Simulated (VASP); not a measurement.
# GaN (P6_3mc) in VASP: G0W0 quasiparticle levels with PBEsol

Aim: the G0W0 quasiparticle levels of GaN with PBEsol.

All numbers are computed with VASP 6.6.1; they aren't measurements. Logs are shortened: lines on timing, memory, paths and dates and some standing lists are left out, and cuts for length are marked.

**What was measured.**

“Studying electronic properties in GaN without electrical contacts using γ-γ vs e−-γ Perturbed Angular Correlations”, 2019, pmc:6823545 quotes, for a bulk crystal of GaN: band gap 3.503 ± 0.005 eV (direct).

How close the calculation comes is told below.

**1. Starting point**

The structure is hexagonal, space group P6_3mc (No. 186). The conventional cell has a = 3.180 Å, b = 3.180 Å, c = 5.166 Å, α = 90.00°, β = 90.00°, γ = 120.00°. Ga (site symmetry 3m) is surrounded by 4 N at 1.94 to 1.95 Å. N (site symmetry 3m) has 4 Ga at 1.94 to 1.95 Å as nearest neighbours.

**2. G0W0 quasiparticle levels, PBEsol**

Contents of POSCAR:

```
GaN
1.0
    3.1800000000      0.0000000000      0.0000000000
   -1.5900000000      2.7539607840      0.0000000000
    0.0000000000      0.0000000000      5.1660000000
Ga N
2 2
Direct
    0.3333333333      0.6666666667      0.0000000000
    0.6666666667      0.3333333333      0.5000000000
    0.3333333333      0.6666666667      0.3750000000
    0.6666666667      0.3333333333      0.8750000000
```

Contents of INCAR.step1:

```
SYSTEM = GaN
ALGO     = Normal         ! electronic algorithm
EDIFF    = 1E-8           ! SCF threshold, eV
ENCUT    = 450            ! plane-wave cutoff, eV
GGA      = PS             ! functional
ISMEAR   = 0              ! smearing method
KPAR     = 8            
LASPH    = .True.         ! aspherical terms in the spheres
LCHARG   = .False.        ! write CHGCAR
LREAL    = .False.        ! projectors in reciprocal space
LWAVE    = .True.         ! write WAVECAR
NELM     = 60             ! most SCF steps
PREC     = Accurate       ! precision mode
SIGMA    = 0.01           ! smearing width, eV
```

Contents of INCAR.step2:

```
SYSTEM = GaN
ALGO     = Exact          ! electronic algorithm
EDIFF    = 1E-8           ! SCF threshold, eV
ENCUT    = 450            ! plane-wave cutoff, eV
GGA      = PS             ! functional
ISMEAR   = 0              ! smearing method
ISTART   = 1            
KPAR     = 8            
LASPH    = .True.         ! aspherical terms in the spheres
LCHARG   = .False.        ! write CHGCAR
LOPTICS  = .True.         ! frequency-dependent dielectric function
LREAL    = .False.        ! projectors in reciprocal space
LWAVE    = .True.         ! write WAVECAR
NBANDS   = 218            ! bands
NELM     = 1              ! most SCF steps
PREC     = Accurate       ! precision mode
SIGMA    = 0.01           ! smearing width, eV
```

Contents of INCAR.step3:

```
SYSTEM = GaN
ALGO     = EVGW0          ! electronic algorithm
EDIFF    = 1E-8           ! SCF threshold, eV
ENCUT    = 450            ! plane-wave cutoff, eV
ENCUTGW  = 150            ! cutoff of the response function
GGA      = PS             ! functional
ISMEAR   = 0              ! smearing method
ISTART   = 1            
KPAR     = 8            
LASPH    = .True.         ! aspherical terms in the spheres
LCHARG   = .False.        ! write CHGCAR
LREAL    = .False.        ! projectors in reciprocal space
LWAVE    = .False.        ! write WAVECAR
NBANDS   = 218            ! bands
NBANDSGW = 26           
NELMGW   = 1            
NOMEGA   = 50             ! frequency points
PREC     = Accurate       ! precision mode
PRECFOCK = Fast         
SIGMA    = 0.01           ! smearing width, eV
```

Contents of KPOINTS:

```
k-points
0
Gamma
  6 6 3
  0 0 0
```

Potentials or basis: VASP PAW PBE potentials, release 64 (Ga_d_GW, N_GW).

Started as:

```
> cat potpaw_PBE.64/Ga_d_GW/POTCAR potpaw_PBE.64/N_GW/POTCAR > POTCAR
> cp INCAR.step1 INCAR
> mpirun -np 8 vasp_std > vasp.out
> cp INCAR.step2 INCAR
> mpirun -np 8 vasp_std > vasp.out
> cp INCAR.step3 INCAR
> mpirun -np 8 vasp_std > vasp.out
```

OUTCAR:

```text
SYSTEM = GaN
   EDIFF = 1E-8
   ENCUT = 450
   ENCUTGW = 150
   GGA = PS
   ISMEAR = 0
   ISTART = 1
   LASPH = .True.
   LREAL = .False.
   NELMGW = 1
   PREC = Accurate
   PRECFOCK = Fast

 ion  position               nearest neighbor table
   1  0.333  0.667  0.000-   3 1.94   4 1.95   4 1.95   4 1.95
   2  0.667  0.333  0.500-   4 1.94   3 1.95   3 1.95   3 1.95
   3  0.333  0.667  0.375-   1 1.94   2 1.95   2 1.95   2 1.95
   4  0.667  0.333  0.875-   2 1.94   1 1.95   1 1.95   1 1.95

  LATTYP: Found a hexagonal cell.
 ALAT       =     3.1800000000
 C/A-ratio  =     1.6245283019

  Lattice vectors:

 A1 = (   3.1800000000,   0.0000000000,   0.0000000000)
 A2 = (  -1.5900000000,   2.7539607840,   0.0000000000)
 A3 = (   0.0000000000,   0.0000000000,   5.1660000000)

Analysis of symmetry for initial positions (statically):
=====================================================================
 Subroutine PRICEL returns:
 Original cell was already a primitive cell.

 Routine SETGRP: Setting up the symmetry group for a
 hexagonal supercell.

 Subroutine GETGRP returns: Found 12 space group operations
 (whereof  6 operations were pure point group operations)
 out of a pool of 24 trial point group operations.

The static configuration has the point symmetry C_3v.
 The point group associated with its full space group is C_6v.

Analysis of symmetry for dynamics (positions and initial velocities):
=====================================================================
 Subroutine PRICEL returns:
 Original cell was already a primitive cell.

 Routine SETGRP: Setting up the symmetry group for a
 hexagonal supercell.

 Subroutine GETGRP returns: Found 12 space group operations
 (whereof  6 operations were pure point group operations)
 out of a pool of 24 trial point group operations.

The dynamic configuration has the point symmetry C_3v.
 The point group associated with its full space group is C_6v.

 Subroutine INISYM returns: Found 12 space group operations
 (whereof  6 operations are pure point group operations),
 and found     1 'primitive' translations

----------------------------------------------------------------------------------------

                                     Primitive cell

  volume of cell :      45.2417

  direct lattice vectors                    reciprocal lattice vectors
     3.180000000  0.000000000  0.000000000     0.314465409  0.181556688  0.000000000
    -1.590000000  2.753960784  0.000000000     0.000000000  0.363113377  0.000000000
     0.000000000  0.000000000  5.166000000     0.000000000  0.000000000  0.193573364

  length of vectors
     3.180000000  3.180000000  5.166000000     0.363113377  0.363113377  0.193573364

  position of ions in fractional coordinates (direct lattice)
     0.333333333  0.666666667  0.000000000
     0.666666667  0.333333333  0.500000000
     0.333333333  0.666666667  0.375000000
     0.666666667  0.333333333  0.875000000

  ion indices of the primitive-cell ions
   primitive index   ion index
                 1           1
                 2           2
                 3           3
                 4           4

----------------------------------------------------------------------------------------

 KPOINTS: k-points

Automatic generation of k-mesh.
 Grid dimensions read from file:
 generate k-points for:    6    6    3

 Generating k-lattice:

  Cartesian coordinates                     Fractional coordinates (reciprocal lattice)
     0.052410901  0.030259448  0.000000000     0.166666667  0.000000000  0.000000000
     0.000000000  0.060518896  0.000000000     0.000000000  0.166666667  0.000000000
     0.000000000  0.000000000  0.064524455     0.000000000  0.000000000  0.333333333

  Length of vectors
     0.060518896  0.060518896  0.064524455

  Shift w.r.t. Gamma in fractional coordinates (k-lattice)
     0.000000000  0.000000000  0.000000000

 Subroutine IBZKPT returns following result:
 ===========================================

 Found     14 irreducible k-points:

 Following reciprocal coordinates:
            Coordinates               Weight
  0.000000  0.000000  0.000000      1.000000
  0.166667  0.000000  0.000000      6.000000
  0.333333  0.000000  0.000000      6.000000
  0.500000  0.000000  0.000000      3.000000
  0.166667  0.166667  0.000000      6.000000
  0.333333  0.166667  0.000000     12.000000
  0.333333  0.333333  0.000000      2.000000
  0.000000  0.000000  0.333333      2.000000
  0.166667  0.000000  0.333333     12.000000
  0.333333  0.000000  0.333333     12.000000
  0.500000  0.000000  0.333333      6.000000
  0.166667  0.166667  0.333333     12.000000
  0.333333  0.166667  0.333333     24.000000
  0.333333  0.333333  0.333333      4.000000
   k-points           NKPTS =     14   k-points in BZ     NKDIM =    108   number of bands    NBANDS=    218
   number of dos      NEDOS =    301   number of ions     NIONS =      4
   total plane-waves  NPLWV =  20736
   dimension x,y,z NGX =    24 NGY =   24 NGZ =   36
   dimension x,y,z NGXF=    48 NGYF=   48 NGZF=   72
   ions per type =               2   2
   NGX,Y,Z   is equivalent  to a cutoff of  12.55, 12.55, 11.59 a.u.
   NGXF,Y,Z  is equivalent  to a cutoff of  25.09, 25.09, 23.17 a.u.
 SYSTEM =  GaN
   PREC   = accura    normal or accurate (medium, high low for compatibility)
   ISTART =      1    job   : 0-new  1-cont  2-samecut
   ICHARG =      0    charge: 1-file 2-atom 10-const
   ISPIN  =      1    spin polarized calculation?
   LNONCOLLINEAR =      F non collinear calculations
   LSORBIT =      F    spin-orbit coupling
   LASPH  =      T    aspherical Exc in radial PAW
   ENCUT  =  450.0 eV  33.07 Ry    5.75 a.u.   5.50  5.50  8.94*2*pi/ulx,y,z
   NELM   =     60;   NELMIN=  2; NELMDL=  0     # of ELM steps
   EDIFF  = 0.1E-07   stopping-criterion for ELM
   LREAL  =      F    real-space projection
   EDIFFG = 0.1E-06   stopping-criterion for IOM
   NSW    =      0    number of steps for IOM
   IBRION =     -1    ionic relax: 0-MD 1-quasi-New 2-CG
   NFREE  =      0    steps in history (QN), initial steepest desc. (CG)
   ISIF   =      0    stress and relaxation
   ISYM   =      3    0-nonsym 1-usesym 2-fastsym
   POTIM  = 0.5000    time-step for ionic-motion
   TEBEG  =    0.0;   TEEND  =   0.0 temperature during run
   PSTRESS=    0.0 pullay stress
   NELECT =      36.0000    total number of electrons
   NUPDOWN=      -1.0000    fix difference up-down
   EMIN   =  10.00;   EMAX   =-10.00  energy-range for DOS
   EFERMI =   0.00;   METHOD = LEGACY
   ISMEAR =     0;   SIGMA  =   0.01  broadening in eV -4-tet -1-fermi 0-gaus
   EFERMI_NEDOS =   21; number of points for ismear=-14 and -15
   IALGO  =     38    algorithm
   IMIX   =      4    mixing-type and parameters
     AMIX     =   0.40;   BMIX     =  1.00
     AMIX_MAG =   1.60;   BMIX_MAG =  1.00
  volume/ion in A,a.u.               =      11.31        76.33
  Fermi-wavevector in a.u.,A,eV,Ry     =   1.517036  2.866782 31.312427  2.301398
  Thomas-Fermi vector in A             =   2.626345
   LORBIT       =      0    0 simple, 1 ext, 2 COOP (PROOUT), +10 PAW based schemes
   GGA     = PS    functional components
   LHFCALC =     T    Hartree Fock is set to
   PRECFOCK=fast      Normal, Fast or Accurate (Low or Medium for compatibility)
   ENCUT4O =  -1.0   cutoff for four orbital integrals eV
   NKREDX  =     1    reduce k-point grid by
   NKREDY  =     1    reduce k-point grid by
   NKREDZ  =     1    reduce k-point grid by
   AEXX    =    1.0000 exact exchange contribution
   HFSCREEN=    0.0000 screening length (either q_TF or 0.3 A-1)
   HFSCREENC=   0.0000 screening length for correlation (either q_TF or 0.3 A-1)
   ENCUTFOCK=  -1.0 apply spherical cutoff to Coloumb kernel
   IVDW    =     0    specifies the selected vdW correction
   LEPSILON=     F    determine dielectric tensor
   LRPA    =     F    only Hartree local field effects (RPA)
   LRPAFORCE           =     F    calculate RPA forces
   ENCUTGW             = 150.0    cutoff for response function in eV
   ENCUTGWSOFT         = 120.0    soft cutoff for Coulomb kernel in GW response function in eV
   ENCUTLF             =  -1.0    cutoff for local field effects
   NELMGW              =     1    number of iterations in solving QP/BSE equation
   NELMHF              =     1    number of iterations in the inner HF iteration
   NKREDLFX            =     1    NKREDLFY  =   1   NKREDLFZ  =   1
 non-spin polarized calculation
 Gauss-broadening in eV      SIGMA  =   0.01
  energy-cutoff  :      450.00
  volume of cell :       45.24
 maximum number of plane-waves:      1002
 NGX is ok and might be reduce to    24
  NGX = 14; NGY = 14; NGZ = 24
   NGX = 11   NGY = 11   NGZ = 17
 maximum number of plane-waves:       201
 NGX is ok and might be reduce to    14

 QP shifts <psi_nk| G(iteration)W_0 |psi_nk>: iteration 1
 for sc-GW calculations column KS-energies equals QP-energies in previous step
 and V_xc(KS)=  KS-energies - (<T + V_ion + V_H > + <T+V_H+V_ion>^1  + <V_x>^1)

 k-point   1 :       0.0000    0.0000    0.0000
  band No.  KS-energies  QP-energies   sigma(KS)   V_xc(KS)     V^pw_x(r,r')   Z            occupation Imag(sigma)

      1     -10.9548     -12.0551     -16.4770     -14.8246     -24.5321       0.6659       2.0000       1.0622
      2      -9.9869     -11.7879     -20.6456     -18.0626     -29.2908       0.6973       2.0000       0.7016
      3      -8.3654     -11.2677     -25.4426     -21.4624     -34.7664       0.7292       2.0000       0.2266
      4      -8.3436     -11.2418     -25.4569     -21.4813     -34.7789       0.7290       2.0000       0.2258
      5      -8.3436     -11.2418     -25.4569     -21.4813     -34.7789       0.7290       2.0000       0.2258
      6      -8.2787     -11.2027     -25.5463     -21.5469     -34.8633       0.7311       2.0000       0.2175
[... 18 lines left out ...]
     25      16.7864      17.6855     -11.2143     -12.3686      -5.6461       0.7789       0.0000      -0.1519
     26      16.7864      17.6855     -11.2143     -12.3686      -5.6461       0.7789       0.0000      -0.1519

 k-point   2 :       0.1667    0.0000    0.0000
  band No.  KS-energies  QP-energies   sigma(KS)   V_xc(KS)     V^pw_x(r,r')   Z            occupation Imag(sigma)

      1     -10.6919     -11.8708     -17.0111     -15.2651     -25.0937       0.6752       2.0000       1.0254
      2      -9.9251     -11.7863     -20.9904     -18.3287     -29.6964       0.6993       2.0000       0.6746
      3      -8.3314     -11.2383     -25.4638     -21.4820     -34.7865       0.7300       2.0000       0.2264
      4      -8.3087     -11.2173     -25.5058     -21.5225     -34.8336       0.7302       2.0000       0.2246
      5      -8.2683     -11.1458     -25.2510     -21.3175     -34.5038       0.7315       2.0000       0.2364
      6      -8.2322     -11.1229     -25.3201     -21.3738     -34.5849       0.7325       2.0000       0.2345
[... 348 lines left out ...]
     25      17.0224      17.8146     -11.1554     -12.1786      -5.5151       0.7743       0.0000      -0.1928
     26      18.1126      18.9634     -11.5362     -12.6485      -5.4470       0.7649       0.0000      -0.2644

 k-point  14 :       0.3333    0.3333    0.3333
  band No.  KS-energies  QP-energies   sigma(KS)   V_xc(KS)     V^pw_x(r,r')   Z            occupation Imag(sigma)

      1      -9.8275     -11.7610     -21.4112     -18.6599     -30.1816       0.7027       2.0000       0.6445
      2      -9.8275     -11.7610     -21.4112     -18.6599     -30.1816       0.7027       2.0000       0.6445
      3      -8.2789     -11.2032     -25.4528     -21.4564     -34.7341       0.7317       2.0000       0.2158
      4      -8.2091     -11.1536     -25.5568     -21.5456     -34.8576       0.7341       2.0000       0.2113
      5      -8.2091     -11.1536     -25.5568     -21.5456     -34.8576       0.7341       2.0000       0.2113
      6      -8.1412     -11.1144     -25.7416     -21.6993     -35.0930       0.7355       2.0000       0.2103
[... 18 lines left out ...]
     25      18.2801      18.9709     -10.6809     -11.5685      -5.0642       0.7783       0.0000      -0.2233
     26      19.0007      19.8957     -11.8511     -13.0319      -5.3525       0.7579       0.0000      -0.3629
```

Run time: 3.2 min. Hardware: 8 MPI ranks of Intel Xeon Platinum 8488C (Sapphire Rapids), shared host; peak memory 0.71 GiB.

What came out:

- Band gap on the k mesh, mean-field level: 1.93 eV, direct
- Quasiparticle gap: 3.20 eV
- Least direct quasiparticle gap: 3.20 eV

Caveat: bands, screening cutoff and mesh are small and nothing is extrapolated, so the quasiparticle values aren't converged.

**3. How close it comes**

Step 2. Against the measured gap of GaN, 3.503 eV (direct; quoted in “Studying electronic properties in GaN without electrical contacts using γ-γ vs e−-γ Perturbed Angular Correlations”, 2019, pmc:6823545), the calculated 3.20 eV is off by -0.31 eV. Spin-orbit coupling on Ga is left out. The value is that of G0W0 on PBEsol, without temperature or zero-point motion.
